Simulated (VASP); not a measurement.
Crystal: CaO (Lime).

```
CELL_PARAMETERS angstrom
0.00000 2.38733 2.38733
2.38733 0.00000 2.38733
2.38733 2.38733 0.00000
ATOMIC_POSITIONS crystal
Ca 0.00000 0.00000 0.00000
O 0.50000 0.50000 0.50000
```

Base run:

- Program: VASP 6.6.1
- Functional: TB-mBJ
- Potentials or basis: VASP PAW PBE potentials, release 64 (Ca_sv, O)
- Cutoff: 520 eV
- k mesh: 10 × 10 × 10
- Occupations: gaussian, width 0.03 eV
- Spin: no spin polarisation

Its results: band gap on the k mesh 5.28 eV, indirect (least direct gap 5.58 eV).

Problem. After a change of settings the same cell gave: band gap on the k mesh 3.63 eV, indirect (least direct gap 4.00 eV). Which change was it?
A. functional from TB-mBJ to PBE; further incar settings from ALGO = Normal; EDIFF = 1e-06 to ALGO = Normal; EDIFF = 1e-06; NBANDS = 40
B. functional from TB-mBJ to r2SCAN
C. functional from TB-mBJ to LDA; potentials or basis from VASP PAW PBE potentials, release 64 (Ca_sv, O) to VASP PAW LDA potentials, release 64 (Ca_sv, O)

Solution. A.
